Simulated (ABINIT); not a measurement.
Runs of ABINIT 10.8.3 (patched build) on Pb. The structure is hexagonal, space group P6_3/mmc (No. 194). The conventional cell has a = 3.480 Å, b = 3.480 Å, c = 5.590 Å, α = 90.00°, β = 90.00°, γ = 120.00°. Pb (site symmetry -6m2) is surrounded by 12 Pb at 3.44 to 3.48 Å. This isn't the form of Pb at room conditions, which is fcc.

```tsv
level	gap on the mesh (eV)	pressure (GPa)	relaxed volume (Å³/atom)
revPBE	none	0.0	32.75
PW91	none	0.0	(a)
WC	none	0.0	29.89
AM05	none	0.0	29.95
```

Alike in all rows: task relaxation of cell and atoms; potentials or basis JTH PAW PBE v2.0; no spin polarisation; cell relaxed; k mesh 7 × 7 × 4; cutoff (eV) 707; smearing fermi-dirac 0.05 eV.

Question: Estimate the missing entries.

Answer: (a) 31.75.

Caveats: the PAW data sets were made with another functional, which shifts forces and pressure a little.

A k mesh can miss the band edges, and the runs leave out spin-orbit coupling on Pb.

A gap of «none» marks a metal or a gap under the smearing width.
